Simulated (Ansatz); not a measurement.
Below is a relaxed structure of CaH5. The cell was found from a structure generator's guess, not taken from experiment.

The calculation used DFT PBE, scalar-relativistic, plane waves, PAW (Ansatz 0.2.0). Cutoff 420 eV, Γ-centred mesh, Gaussian smearing, no spin polarisation.

```cif
data_structure
_symmetry_space_group_name_H-M 'P 1'
_symmetry_Int_Tables_number 1
_cell_length_a 3.9194
_cell_length_b 3.9194
_cell_length_c 3.9474
_cell_angle_alpha 90.000
_cell_angle_beta 90.000
_cell_angle_gamma 90.000
_cell_volume 60.64
loop_
_atom_site_label
_atom_site_type_symbol
_atom_site_fract_x
_atom_site_fract_y
_atom_site_fract_z
_atom_site_occupancy
Ca1 Ca 0.00000 0.00000 0.50000 1
H1 H 0.21615 0.21615 0.00000 1
H2 H 0.78385 0.78385 0.00000 1
H3 H 0.78385 0.21615 0.00000 1
H4 H 0.21615 0.78385 0.00000 1
H5 H 0.00000 0.00000 0.00000 1
```

Formation energies are uncorrected and refer to the elements' standard structures at the same level (H₂ as a molecule).

**Question.** Find its symmetry and describe it.

**Answer.** P4/mmm (No. 123). Conventional cell: a = 3.919 Å, c = 3.947 Å. Around Ca lie 2 H at 1.97 Å and 8 H at 2.31 Å; around H on a site of symmetry m2m lie 1 H at 1.20 Å, 2 H at 1.69 Å, 2 H at 2.23 Å and 2 Ca at 2.31 Å; H on a site of symmetry 4/mmm has 4 H at 1.20 Å and 2 Ca at 1.97 Å.

**Question.** How far does it lie from the elements in energy?

**Answer.** +0.59 eV/atom. It can't be a ground state, since the elements alone are lower.

**Question.** Is it a metal?

**Answer.** Yes, bands cross the Fermi level on the 10×10×10 mesh.

The last run used a 10×10×10 mesh for its 6-atom cell and Gaussian smearing of 0.10 eV. The cell is a metal run without spin; a magnetic state may lie lower. With hydrogen, zero-point motion can shift formation energies by some tens of meV/atom. A structure relaxed within its symmetry needn't be a true minimum.
